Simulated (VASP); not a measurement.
Here is a VASP 6.6.1 calculation.

File INCAR:

```
SYSTEM = NbP
PREC = Accurate
ENCUT = 400
EDIFF = 1E-7
ISMEAR = 0
SIGMA = 0.1
LREAL = .False.
LASPH = .True.
NELM = 80
ALGO = Normal
ISIF = 2
LWAVE = .False.
LCHARG = .False.
GGA = PE
NBANDS = 26
```

KPOINTS

```
Automatic mesh
0
Gamma
  12 12 12
  0 0 0
```

POSCAR

```
NbP
1.0
   -1.6749232500      1.6749232500      5.7401081800
    1.6749232500     -1.6749232500      5.7401081800
    1.6749232500      1.6749232500     -5.7401081800
Nb P
2 2
Direct
    0.7498808000      0.7498808000      0.0000000000
    0.4998808000      0.9998808000      0.5000000000
    0.3327477700      0.3327477700      0.0000000000
    0.0827477800      0.5827477800      0.5000000000
```

Potentials or basis: VASP PAW PBE potentials, release 64 (Nb_sv, P).

Run with:

```console
$ cat potpaw_PBE.64/Nb_sv/POTCAR potpaw_PBE.64/P/POTCAR > POTCAR
$ mpirun -np 1 vasp_std > vasp.out
```

Q: What does it give for the band gap on the k mesh?

A: None (metal or under the smearing width).

Q: Predict the pressure.

A: -1.7 GPa.

Q: Estimate the largest force.

A: 0.015 eV/Å.

Forces in eV/Å, atoms in the order of the input:
```
Nb   0.000  0.000  0.015
Nb   0.000  0.000  0.015
P    0.000  0.000 -0.015
P    0.000  0.000 -0.015
```
